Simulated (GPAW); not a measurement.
A run of GPAW 26.7.0 is set up as follows.

File run.py:

```python
import spglib
from ase import Atoms
from ase.eos import EquationOfState
from ase.io import Trajectory, read
from ase.units import GPa
from gpaw import GPAW, PW, setup_paths

setup_paths.insert(0, '.')

atoms = read('BP.cif')
cell, positions, numbers = spglib.find_primitive(
    (atoms.cell[:], atoms.get_scaled_positions(), atoms.numbers), symprec=1e-4)
atoms = Atoms(numbers, cell=cell, scaled_positions=positions, pbc=True)

traj = Trajectory('eos.traj', 'w')
volumes, energies = [], []
for x in [0.94, 0.96, 0.98, 1.0, 1.02, 1.04, 1.06]:
    a = atoms.copy()
    a.set_cell(atoms.cell * x**(1 / 3), scale_atoms=True)
    calc = GPAW(mode=PW(800),
                xc='WC',
                kpts={'size': (10, 10, 10), 'gamma': True},
                occupations={'name': 'fermi-dirac', 'width': 0.05},
                nbands=11,
                convergence={'density': 1e-05, 'energy': 1e-05},
                maxiter=150,
                txt=f'eos-{x:.2f}.txt')
    a.calc = calc
    energies.append(a.get_potential_energy(force_consistent=True))
    volumes.append(a.get_volume())
    p = -a.get_stress()[:3].mean() / GPa
    calc.write(f'eos-{x:.2f}.gpw')
    traj.write(a)
    print(f'{x:.2f} {volumes[-1]:10.4f} A^3 {energies[-1]:14.6f} eV {p:9.3f} GPa', flush=True)

v0, e0, B = EquationOfState(volumes, energies, eos='birchmurnaghan').fit()
print(f'V0 = {v0:.4f} A^3, E0 = {e0:.6f} eV, B0 = {B / GPa:.2f} GPa')
```

The input BP.cif:

```cif
data_BP
_cell_length_a 4.53800000
_cell_length_b 4.53800000
_cell_length_c 4.53800000
_cell_angle_alpha 90.00000000
_cell_angle_beta 90.00000000
_cell_angle_gamma 90.00000000
_space_group_name_H-M_alt 'F-43m'
_space_group_name_Hall 'F -4 2 3'
_space_group_IT_number 216
loop_
_space_group_symop_operation_xyz
'x,y,z'
'y,-x,-z'
'-x,-y,z'
'-y,x,-z'
'x,-y,-z'
'y,x,z'
'-x,y,-z'
'-y,-x,z'
'z,x,y'
'-z,y,-x'
'z,-x,-y'
'-z,-y,x'
'-z,x,-y'
'z,y,x'
'-z,-x,y'
'z,-y,-x'
'y,z,x'
'-x,-z,y'
'-y,z,-x'
'x,-z,-y'
'-y,-z,x'
'x,z,y'
'y,-z,-x'
'-x,z,-y'
'x,y+1/2,z+1/2'
'y,-x+1/2,-z+1/2'
'-x,-y+1/2,z+1/2'
'-y,x+1/2,-z+1/2'
'x,-y+1/2,-z+1/2'
'y,x+1/2,z+1/2'
'-x,y+1/2,-z+1/2'
'-y,-x+1/2,z+1/2'
'z,x+1/2,y+1/2'
'-z,y+1/2,-x+1/2'
'z,-x+1/2,-y+1/2'
'-z,-y+1/2,x+1/2'
'-z,x+1/2,-y+1/2'
'z,y+1/2,x+1/2'
'-z,-x+1/2,y+1/2'
'z,-y+1/2,-x+1/2'
'y,z+1/2,x+1/2'
'-x,-z+1/2,y+1/2'
'-y,z+1/2,-x+1/2'
'x,-z+1/2,-y+1/2'
'-y,-z+1/2,x+1/2'
'x,z+1/2,y+1/2'
'y,-z+1/2,-x+1/2'
'-x,z+1/2,-y+1/2'
'x+1/2,y,z+1/2'
'y+1/2,-x,-z+1/2'
'-x+1/2,-y,z+1/2'
'-y+1/2,x,-z+1/2'
'x+1/2,-y,-z+1/2'
'y+1/2,x,z+1/2'
'-x+1/2,y,-z+1/2'
'-y+1/2,-x,z+1/2'
'z+1/2,x,y+1/2'
'-z+1/2,y,-x+1/2'
'z+1/2,-x,-y+1/2'
'-z+1/2,-y,x+1/2'
'-z+1/2,x,-y+1/2'
'z+1/2,y,x+1/2'
'-z+1/2,-x,y+1/2'
'z+1/2,-y,-x+1/2'
'y+1/2,z,x+1/2'
'-x+1/2,-z,y+1/2'
'-y+1/2,z,-x+1/2'
'x+1/2,-z,-y+1/2'
'-y+1/2,-z,x+1/2'
'x+1/2,z,y+1/2'
'y+1/2,-z,-x+1/2'
'-x+1/2,z,-y+1/2'
'x+1/2,y+1/2,z'
'y+1/2,-x+1/2,-z'
'-x+1/2,-y+1/2,z'
'-y+1/2,x+1/2,-z'
'x+1/2,-y+1/2,-z'
'y+1/2,x+1/2,z'
'-x+1/2,y+1/2,-z'
'-y+1/2,-x+1/2,z'
'z+1/2,x+1/2,y'
'-z+1/2,y+1/2,-x'
'z+1/2,-x+1/2,-y'
'-z+1/2,-y+1/2,x'
'-z+1/2,x+1/2,-y'
'z+1/2,y+1/2,x'
'-z+1/2,-x+1/2,y'
'z+1/2,-y+1/2,-x'
'y+1/2,z+1/2,x'
'-x+1/2,-z+1/2,y'
'-y+1/2,z+1/2,-x'
'x+1/2,-z+1/2,-y'
'-y+1/2,-z+1/2,x'
'x+1/2,z+1/2,y'
'y+1/2,-z+1/2,-x'
'-x+1/2,z+1/2,-y'
loop_
_atom_site_label
_atom_site_type_symbol
_atom_site_symmetry_multiplicity
_atom_site_Wyckoff_symbol
_atom_site_fract_x
_atom_site_fract_y
_atom_site_fract_z
_atom_site_occupancy
P1 P 4 c 0.2500000000 0.2500000000 0.2500000000 1
B1 B 4 a 0.0000000000 0.0000000000 0.0000000000 1
```

Potentials or basis: PAW data sets generated in the run's folder for this functional, pw.

Launch:

```bash
$ gpaw-setup -f WC B P
$ OMP_NUM_THREADS=1 python run.py
```

(1) What does it give for the pressure derivative of the bulk modulus?

(2) Predict the bulk modulus.

(3) What does it give for the equilibrium volume?

## Answers

(1) 3.8.

(2) 170 GPa.

(3) 11.58 Å³/atom.

**The experiment to reproduce.**

From “Equation of state of single-crystal cubic boron phosphide”, 2014, arxiv:1407.1677, for a bulk crystal of BP at 300 K: bulk modulus 179 ± 1 GPa.

Measured bulk modulus of BP: 179 GPa (300 K; “Equation of state of single-crystal cubic boron phosphide”, 2014, arxiv:1407.1677). This calculation gives 170 GPa (-5.3 %). 3 values of this kind are on record (173 to 179 GPa); this one was drawn at random among those near their median, those with a stated uncertainty first. The fit is for a static lattice scaled at fixed shape and fixed fractional positions.
